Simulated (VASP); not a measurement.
# PbSe (Fm-3m) in VASP: notebook

Runs on PbSe. Level: LDA. Tasks: single point, relaxation of cell and atoms.

All numbers are computed with VASP 6.6.1; they aren't measurements. Logs are shortened: lines on timing, memory, paths and dates and some standing lists are left out, and cuts for length are marked.

**The experiment to reproduce.**

A printed reference work, monograph reports, for a bulk crystal of PbSe at 300 K: band gap 0.28 eV (direct).

How close the calculation comes is told below.

## (1) The cell of the first run

It takes space group Fm-3m (No. 225, cubic). Conventional cell: a = 6.121 Å, b = 6.121 Å, c = 6.121 Å, α = 90.00°, β = 90.00°, γ = 90.00°. Within 4.0 Å of Pb (site symmetry m-3m) lie 6 Se at 3.06 Å. Se (site symmetry m-3m) has 6 Pb at 3.06 Å within 4.0 Å.

## (2) Single point, LDA

INCAR

```
PREC = Accurate
ENCUT = 500
EDIFF = 1E-6
ISMEAR = 0
SIGMA = 0.1
LREAL = F
LASPH = T
NELM = 120
ALGO = Normal
ISIF = 2
LWAVE = F
LCHARG = T
LELF = T
LVHAR = T
NBANDS = 17
GGA_COMPAT = F
```

KPOINTS

```
Automatic mesh
0
Gamma
  6 6 6
```

POSCAR

```
PbSe
1.0
    0.0000000000      3.0606500000      3.0606500000
    3.0606500000      0.0000000000      3.0606500000
    3.0606500000      3.0606500000      0.0000000000
Pb Se
1 1
Direct
    0.0000000000      0.0000000000      0.0000000000
    0.5000000000      0.5000000000      0.5000000000
```

Potentials or basis: VASP PAW LDA potentials, release 64 (Pb_d, Se).

Started as:

```
cat potpaw_LDA.64/Pb_d/POTCAR potpaw_LDA.64/Se/POTCAR > POTCAR
mpirun -np 1 vasp_std > vasp.out
```

OUTCAR:

```text
PREC = Accurate
   ENCUT = 500
   EDIFF = 1E-6
   ISMEAR = 0
   LREAL = F
   LASPH = T
   NELM = 120
   ISIF = 2

 ion  position               nearest neighbor table
   1  0.000  0.000  0.000-   2 3.06   2 3.06   2 3.06   2 3.06   2 3.06   2 3.06
   2  0.500  0.500  0.500-   1 3.06   1 3.06   1 3.06   1 3.06   1 3.06   1 3.06

  LATTYP: Found a face centered cubic cell.
 ALAT       =     6.1213000000

  Lattice vectors:

 A1 = (   0.0000000000,   3.0606500000,   3.0606500000)
 A2 = (   3.0606500000,   0.0000000000,   3.0606500000)
 A3 = (   3.0606500000,   3.0606500000,   0.0000000000)

Analysis of symmetry for initial positions (statically):
=====================================================================
 Subroutine PRICEL returns:
 Original cell was already a primitive cell.

 Routine SETGRP: Setting up the symmetry group for a
 face centered cubic supercell.

 Subroutine GETGRP returns: Found 48 space group operations
[... 9 lines left out ...]

 Routine SETGRP: Setting up the symmetry group for a
 face centered cubic supercell.

 Subroutine GETGRP returns: Found 48 space group operations
[... 11 lines left out ...]
                                     Primitive cell

  volume of cell :      57.3418

  direct lattice vectors                    reciprocal lattice vectors
     0.000000000  3.060650000  3.060650000    -0.163363991  0.163363991  0.163363991
     3.060650000  0.000000000  3.060650000     0.163363991 -0.163363991  0.163363991
     3.060650000  3.060650000  0.000000000     0.163363991  0.163363991 -0.163363991

  length of vectors
     4.328412740  4.328412740  4.328412740     0.282954733  0.282954733  0.282954733

  position of ions in fractional coordinates (direct lattice)
     0.000000000  0.000000000  0.000000000
     0.500000000  0.500000000  0.500000000

  ion indices of the primitive-cell ions
   primitive index   ion index
                 1           1
                 2           2

----------------------------------------------------------------------------------------

 KPOINTS: Automatic mesh

Automatic generation of k-mesh.
 Grid dimensions read from file:
 generate k-points for:    6    6    6

 Generating k-lattice:

[... 44 lines left out ...]
   ISTART =      0    job   : 0-new  1-cont  2-samecut
   ICHARG =      2    charge: 1-file 2-atom 10-const
   ISPIN  =      1    spin polarized calculation?
   LNONCOLLINEAR =      F non collinear calculations
   LSORBIT =      F    spin-orbit coupling
   LASPH  =      T    aspherical Exc in radial PAW
   ENCUT  =  500.0 eV  36.75 Ry    6.06 a.u.   7.89  7.89  7.89*2*pi/ulx,y,z
   NELM   =    120;   NELMIN=  2; NELMDL= -5     # of ELM steps
   EDIFF  = 0.1E-05   stopping-criterion for ELM
   LREAL  =      F    real-space projection
   EDIFFG = 0.1E-04   stopping-criterion for IOM
   NSW    =      0    number of steps for IOM
   IBRION =     -1    ionic relax: 0-MD 1-quasi-New 2-CG
   NFREE  =      0    steps in history (QN), initial steepest desc. (CG)
   ISIF   =      2    stress and relaxation
   ISYM   =      2    0-nonsym 1-usesym 2-fastsym
   POTIM  = 0.5000    time-step for ionic-motion
   TEBEG  =    0.0;   TEEND  =   0.0 temperature during run
   PSTRESS=    0.0 pullay stress
   NELECT =      20.0000    total number of electrons
   NUPDOWN=      -1.0000    fix difference up-down
   EMIN   =  10.00;   EMAX   =-10.00  energy-range for DOS
   EFERMI =   0.00;   METHOD = LEGACY
   ISMEAR =     0;   SIGMA  =   0.10  broadening in eV -4-tet -1-fermi 0-gaus
   EFERMI_NEDOS =   21; number of points for ismear=-14 and -15
   IALGO  =     38    algorithm
   IMIX   =      4    mixing-type and parameters
     AMIX     =   0.40;   BMIX     =  1.00
     AMIX_MAG =   1.60;   BMIX_MAG =  1.00
  volume/ion in A,a.u.               =      28.67       193.48
  Fermi-wavevector in a.u.,A,eV,Ry     =   1.152377  2.177676 18.068159  1.327972
  Thomas-Fermi vector in A             =   2.289028
   LORBIT       =      0    0 simple, 1 ext, 2 COOP (PROOUT), +10 PAW based schemes
   GGA     = CA    functional components
   LHFCALC =     F    Hartree Fock is set to
   AEXX    =    0.0000 exact exchange contribution
   IVDW    =     0    specifies the selected vdW correction
   LEPSILON=     F    determine dielectric tensor
   LRPA    =     F    only Hartree local field effects (RPA)
 non-spin polarized calculation
 Gauss-broadening in eV      SIGMA  =   0.10
  energy-cutoff  :      500.00
  volume of cell :       57.34
 maximum number of plane-waves:      1470
   NGX = 15   NGY = 15   NGZ = 15

 number of electron      19.9999997 magnetization

 Free energy of the ion-electron system (eV)
  ---------------------------------------------------
  ext. energy  EPLUGINS =         0.00000000
  ---------------------------------------------------
  free energy    TOTEN  =        -9.44918955 eV

  energy without entropy =       -9.44812781  energy(sigma->0) =       -9.44865868

 E-fermi :   4.9874     XC(G=0):  -9.8466

 val. band max:        4.9051206772   @ k =   0.5000   0.0000   0.0000
 cond. band min:       5.0696881469   @ k =   0.5000   0.0000   0.0000
 fundamental gap:      0.1645674696
 Fermi energy:         4.9874044120

 k-point     1 :       0.0000    0.0000    0.0000
  band No.  band energies     occupation
      1     -11.8705      2.00000
      2     -11.8705      2.00000
      3     -11.8683      2.00000
      4     -11.8683      2.00000
      5     -11.8683      2.00000
      6      -8.7108      2.00000
[... 297 lines left out ...]
      4     -11.8392      2.00000
      5     -11.8223      2.00000
      6      -7.2420      2.00000
[... 9 lines left out ...]
     16      16.5470      0.00000
     17      17.5907      0.00000

------------------------ aborting loop because EDIFF is reached ----------------------------------------

  FORCE on cell =-STRESS in cart. coord.  units (eV):
  Direction    XX          YY          ZZ          XY          YZ          ZX
  --------------------------------------------------------------------------------------
  -------------------------------------------------------------------------------------
  Total       -0.7505013     -0.7505013     -0.7505013      0.0000000      0.0000000      0.0000000
  in kB      -20.9696426    -20.9696426    -20.9696426      0.0000000      0.0000000      0.0000000
  external PRESSURE =     -20.9696426 kB  Pullay stress =       0.0000000 kB

 VOLUME and BASIS-vectors are now :
 -----------------------------------------------------------------------------
  energy-cutoff  :      500.00
  volume of cell :       57.34
      direct lattice vectors                 reciprocal lattice vectors
     0.000000000  3.060650000  3.060650000    -0.163363991  0.163363991  0.163363991
     3.060650000  0.000000000  3.060650000     0.163363991 -0.163363991  0.163363991
     3.060650000  3.060650000  0.000000000     0.163363991  0.163363991 -0.163363991

 POSITION                                       TOTAL-FORCE (eV/Angst)
 -----------------------------------------------------------------------------------
      0.00000      0.00000      0.00000        -0.000000      0.000000     -0.000000
      3.06065      3.06065      3.06065         0.000000     -0.000000      0.000000
 -----------------------------------------------------------------------------------
    total drift:                                0.000000     -0.000000     -0.000000

  FREE ENERGIE OF THE ION-ELECTRON SYSTEM (eV)
  ---------------------------------------------------
  free  energy   TOTEN  =        -9.4491895519 eV

  energy  without entropy=       -9.4481278140  energy(sigma->0) =       -9.44865868
```

OSZICAR:

```text
N       E                     dE             d eps       ncg     rms          rms(c)
DAV:   1     0.149284376123E+03    0.14928E+03   -0.91870E+03   552   0.117E+03
DAV:   2     0.564209467549E+00   -0.14872E+03   -0.14411E+03   593   0.301E+02
DAV:   3    -0.950060686060E+01   -0.10065E+02   -0.10012E+02   683   0.841E+01
DAV:   4    -0.972634812906E+01   -0.22574E+00   -0.22564E+00   712   0.143E+01
DAV:   5    -0.973414467231E+01   -0.77965E-02   -0.77964E-02   771   0.253E+00    0.277E+00
DAV:   6    -0.946014087672E+01    0.27400E+00   -0.70518E-01   836   0.582E+00    0.160E+00
DAV:   7    -0.945109879023E+01    0.90421E-02   -0.89532E-02   686   0.144E+00    0.852E-01
DAV:   8    -0.944953761816E+01    0.15612E-02   -0.90802E-03   672   0.950E-01    0.129E-01
DAV:   9    -0.944919050638E+01    0.34711E-03   -0.23366E-03   793   0.398E-01    0.433E-02
DAV:  10    -0.944918948639E+01    0.10200E-05   -0.14581E-04   656   0.688E-02    0.132E-02
DAV:  11    -0.944918975067E+01   -0.26427E-06   -0.11104E-05   753   0.284E-02    0.436E-03
DAV:  12    -0.944918955188E+01    0.19879E-06   -0.99134E-07   396   0.143E-02
   1 F= -.94491896E+01 E0= -.94486587E+01  d E =-.106174E-02
```

stdout:

```text
POSCAR found type information on POSCAR PbSe
 POSCAR found :  2 types and       2 ions
 scaLAPACK will be used
 LDA part: xc-table for (Slater(with rela. corr.)+CA(PZ))
 , standard interpolation
 POSCAR, INCAR and KPOINTS ok, starting setup
 FFT: planning ... GRIDC
 FFT: planning ... GRID_SOFT
 FFT: planning ... GRID
 WAVECAR not read
 entering main loop
```

Run time: 25 s. Hardware: 1 thread of AMD EPYC 7R13, shared host; peak memory 0.13 GiB.

What came out:

```yaml
Free_energy: -9.4492 eV
Pressure: -2.1 GPa
Band_gap_on_the_k_mesh: 0.16 eV, direct
```

Caveat: spin-orbit coupling is left out, which moves the levels of the heavy elements.

## (3) Single point, LDA

This run uses another cell than the first one, of 27.57 Å³/atom, 0.962 times its volume.

INCAR

```
PREC = Accurate
ENCUT = 500
EDIFF = 1E-6
ISMEAR = 0
SIGMA = 0.01
LREAL = F
LASPH = T
NELM = 120
ALGO = Normal
ISIF = 2
LWAVE = F
LCHARG = F
GGA = CA
NBANDS = 17
GGA_COMPAT = F
```

KPOINTS

```
regular mesh
0
Gamma
  10 10 10
```

POSCAR

```
PbSe
1.0
    0.0000000000      3.0209671096      3.0209671096
    3.0209671096      0.0000000000      3.0209671096
    3.0209671096      3.0209671096      0.0000000000
Pb Se
1 1
Direct
    0.0000000000      0.0000000000      0.0000000000
    0.5000000000      0.5000000000      0.5000000000
```

Potentials or basis: VASP PAW LDA potentials, release 64 (Pb_d, Se).

Started as:

```
cat potpaw_LDA.64/Pb_d/POTCAR potpaw_LDA.64/Se/POTCAR > POTCAR
mpirun -np 1 vasp_std > vasp.out
```

OUTCAR:

```text
PREC = Accurate
   ENCUT = 500
   EDIFF = 1E-6
   ISMEAR = 0
   LREAL = F
   LASPH = T
   NELM = 120
   ISIF = 2
   GGA = CA

 ion  position               nearest neighbor table
   1  0.000  0.000  0.000-   2 3.02   2 3.02   2 3.02   2 3.02   2 3.02   2 3.02
   2  0.500  0.500  0.500-   1 3.02   1 3.02   1 3.02   1 3.02   1 3.02   1 3.02

  LATTYP: Found a face centered cubic cell.
 ALAT       =     6.0419342192

  Lattice vectors:

 A1 = (   0.0000000000,   3.0209671096,   3.0209671096)
 A2 = (   3.0209671096,   0.0000000000,   3.0209671096)
[... 648 lines left out ...]
      4     -11.3989      2.00000
      5     -11.3962      2.00000
      6      -7.3405      2.00000
[... 9 lines left out ...]
     16      16.1881      0.00000
     17      16.9144      0.00000

 [... further k-points ...]
[... 5 lines left out ...]
  --------------------------------------------------------------------------------------
  -------------------------------------------------------------------------------------
  Total        0.0412769      0.0412769      0.0412769     -0.0000000     -0.0000000      0.0000000
  in kB        1.1993596      1.1993596      1.1993596     -0.0000000     -0.0000000      0.0000000
  external PRESSURE =       1.1993596 kB  Pullay stress =       0.0000000 kB

 VOLUME and BASIS-vectors are now :
 -----------------------------------------------------------------------------
  energy-cutoff  :      500.00
  volume of cell :       55.14
      direct lattice vectors                 reciprocal lattice vectors
     0.000000000  3.020967110  3.020967110    -0.165509912  0.165509912  0.165509912
     3.020967110  0.000000000  3.020967110     0.165509912 -0.165509912  0.165509912
     3.020967110  3.020967110  0.000000000     0.165509912  0.165509912 -0.165509912

 POSITION                                       TOTAL-FORCE (eV/Angst)
 -----------------------------------------------------------------------------------
      0.00000      0.00000      0.00000         0.000000      0.000000      0.000000
      3.02097      3.02097      3.02097        -0.000000     -0.000000     -0.000000
 -----------------------------------------------------------------------------------
    total drift:                                0.000000     -0.000000     -0.000000

  FREE ENERGIE OF THE ION-ELECTRON SYSTEM (eV)
  ---------------------------------------------------
  free  energy   TOTEN  =        -9.4570180879 eV

  energy  without entropy=       -9.4570099840  energy(sigma->0) =       -9.45701404
```

It took 64 s on 1 thread of AMD EPYC 7R13, shared host; peak memory 0.15 GiB.

Results:

```
Free energy            : -9.4570 eV
Pressure               : 0.1 GPa
Band gap on the k mesh : 0.03 eV, direct
```

Levels at points of the mesh, in eV from the valence-band top:
| k point | band 8 | band 9 | band 10 | band 11 | band 12 | band 13 |
| --- | --- | --- | --- | --- | --- | --- |
| (0.00, 0.00, 0.00) | -2.09 | -2.09 | -2.09 | 4.65 | 4.65 | 4.65 |
| (0.50, 0.00, 0.00) | -1.63 | -1.63 | 0.00 | 0.03 | 1.48 | 1.48 |
| (0.50, 0.50, 0.00) | -5.39 | -3.53 | -3.53 | 3.41 | 5.62 | 5.62 |

Caveat: spin-orbit coupling is left out, which moves the levels of the heavy elements. A k mesh can miss the band edges.

## (4) Relaxation of cell and atoms, LDA

This run uses another cell than the first one, of 27.58 Å³/atom, 0.962 times its volume.

INCAR

```
SYSTEM = PbSe
ALGO     = Normal         ! electronic algorithm
EDIFF    = 1E-7           ! SCF threshold, eV
EDIFFG   = -0.001         ! ionic threshold
ENCUT    = 500            ! plane-wave cutoff, eV
GGA      = CA             ! functional
GGA_COMPAT= .False.      
IBRION   = 2              ! ionic algorithm
ISIF     = 3              ! what is computed and relaxed
ISMEAR   = 0              ! smearing method
LASPH    = .True.         ! aspherical terms in the spheres
LCHARG   = .False.        ! write CHGCAR
LREAL    = .False.        ! projectors in reciprocal space
LWAVE    = .False.        ! write WAVECAR
NELM     = 120            ! most SCF steps
NELMIN   = 4            
NSW      = 80             ! ionic steps
PREC     = Accurate       ! precision mode
SIGMA    = 0.01           ! smearing width, eV
```

KPOINTS

```
k-points
0
Gamma
  10 10 10
  0 0 0
```

POSCAR

```
PbSe
1.0
    0.0000000000      3.0214651346      3.0214651346
    3.0214651346      0.0000000000      3.0214651346
    3.0214651346      3.0214651346      0.0000000000
Pb Se
1 1
Direct
    0.0000000000      0.0000000000      0.0000000000
    0.5000000000      0.5000000000      0.5000000000
```

Started as:

```
cat potpaw_LDA.64/Pb_d/POTCAR potpaw_LDA.64/Se/POTCAR > POTCAR
mpirun -np 1 vasp_std > vasp.out
```

Run time: 1.9 min. Hardware: 1 thread of AMD EPYC 7R13, shared host; peak memory 0.16 GiB.

It converged, with:

```yaml
Free_energy: -9.4571 eV
Relaxed_volume: 27.63 Å³/atom
Relaxed_cell: a = 4.275 Å, b = 4.275 Å, c = 4.275 Å, α = 60.00°, β = 60.00°, γ = 60.00°
Space_group_after_relaxing_to_0.05_Å: Fm-3m (No. 225)
Energy_gained_by_relaxing: 0.0 meV/atom
Ionic_steps: 3
Pressure_after_relaxing: 0.0 GPa
Band_gap_on_the_k_mesh: 0.03 eV, direct
```

Final structure:
```
Pb Se
1.0
     0.00000    3.02322    3.02322
     3.02322    0.00000    3.02322
     3.02322    3.02322    0.00000
Pb Se
1 1
Direct
  0.00000 0.00000 0.00000
  0.50000 0.50000 0.50000
```

Levels at points of the mesh, in eV from the valence-band top:
```tsv
k point	band 8	band 9	band 10	band 11	band 12	band 13
(0.00, 0.00, 0.00)	-2.07	-2.07	-2.07	4.65	4.65	4.65
(0.50, 0.00, 0.00)	-1.62	-1.62	0.00	0.03	1.49	1.49
(0.50, 0.50, 0.00)	-5.37	-3.52	-3.52	3.42	5.62	5.62
```

Caveat: spin-orbit coupling is left out, which moves the levels of the heavy elements. A k mesh can miss the band edges.

## (5) Overview

```csv
task,cell,k mesh,smearing,gap on the mesh (eV),pressure (GPa)
single point,"a = 4.328 Å, angles 60.0°, 2 atoms",6 × 6 × 6,gaussian 0.1 eV,0.16,-2.1
single point,"a = 4.272 Å, angles 60.0°, 2 atoms",10 × 10 × 10,gaussian 0.01 eV,0.03,0.1
relaxation of cell and atoms,"relaxed from a = 4.273 Å, angles 60.0°, 2 atoms",10 × 10 × 10,gaussian 0.01 eV,0.03,0.0
```

Alike in all rows: level LDA; potentials or basis VASP PAW LDA potentials, release 64 (Pb_d, Se); no spin polarisation; cutoff (eV) 500.

Caveats: spin-orbit coupling is left out, which moves the levels of the heavy elements.

Absolute energies hang on the potentials; compare differences alone.

## (6) Against experiment

Step 2. A measured gap of PbSe is 0.28 eV (direct; 300 K; a printed reference work, monograph); the calculated 0.16 eV misses it by -0.12 eV. 2 values of this kind are on record (0.15 to 0.28 eV); this one was drawn at random. Spin-orbit coupling on Pb, Se is left out. The value is that of LDA on a finite k mesh, which can miss the band edges, without temperature or zero-point motion. Semilocal functionals fall short of measured gaps as a rule.
